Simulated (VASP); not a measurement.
Here is a VASP 6.6.1 calculation.

POSCAR

```
TaN
1.0
    2.9380011100      0.0000000000      0.0000000000
   -1.4690005500      2.5443836000      0.0000000000
    0.0000000000      0.0000000000      2.8830022100
Ta N
1 1
Direct
    0.3333333333      0.6666666667      0.5000000000
    0.0000000000      0.0000000000      0.0000000000
```

INCAR.step1

```
PREC     = Accurate       # precision mode
ENCUT    = 520            # plane-wave cutoff, eV
EDIFF    = 1E-5           # SCF threshold, eV
ISMEAR   = -1             # smearing method
SIGMA    = 0.05           # smearing width, eV
LREAL    = False          # projectors in reciprocal space
LASPH    = True           # aspherical terms in the spheres
NELM     = 80             # most SCF steps
ALGO     = Normal         # electronic algorithm
ISIF     = 2              # what is computed and relaxed
LWAVE    = True           # write WAVECAR
LCHARG   = False          # write CHGCAR
NBANDS   = 15             # bands
GGA      = PE             # functional
```

Contents of INCAR.step2:

```
PREC     = Accurate       # precision mode
ENCUT    = 520            # plane-wave cutoff, eV
EDIFF    = 1E-6           # SCF threshold, eV
ISMEAR   = -1             # smearing method
SIGMA    = 0.05           # smearing width, eV
LREAL    = False          # projectors in reciprocal space
LASPH    = True           # aspherical terms in the spheres
NELM     = 80             # most SCF steps
ALGO     = Normal         # electronic algorithm
ISIF     = 2              # what is computed and relaxed
LWAVE    = False          # write WAVECAR
LCHARG   = False          # write CHGCAR
GGA      = PE             # functional
LHFCALC  = True           # exact exchange
AEXX     = 0.05           # exact-exchange fraction
PRECFOCK = Fast         
HFRCUT   = -1           
NBANDS   = 15             # bands
ISTART   = 1
```

File KPOINTS:

```
Automatic mesh
0
Gamma
  5 5 5
```

Potentials or basis: VASP PAW PBE potentials, release 64 (Ta_pv, N).

The run is started by

```console
$ cat potpaw_PBE.64/Ta_pv/POTCAR potpaw_PBE.64/N/POTCAR > POTCAR
$ cp INCAR.step1 INCAR
$ mpirun -np 1 vasp_std > vasp.out
$ cp INCAR.step2 INCAR
$ mpirun -np 1 vasp_std > vasp.out
```

Q: What does it give for the band gap on the k mesh?

A: None (metal or under the smearing width).

Q: What does it give for the pressure?

A: 3.3 GPa.

Stress tensor (GPa, compression positive):
```
3.21 0.00 0.00
0.00 3.21 0.00
0.00 0.00 3.47
```

Caveat: the k mesh is coarse (spacing up to 0.49 Å⁻¹), so the values aren't converged, least of all with exact exchange; the PAW data sets were made with another functional, which shifts forces and pressure a little. Spin-orbit coupling is left out, which matters for the levels of Ta.
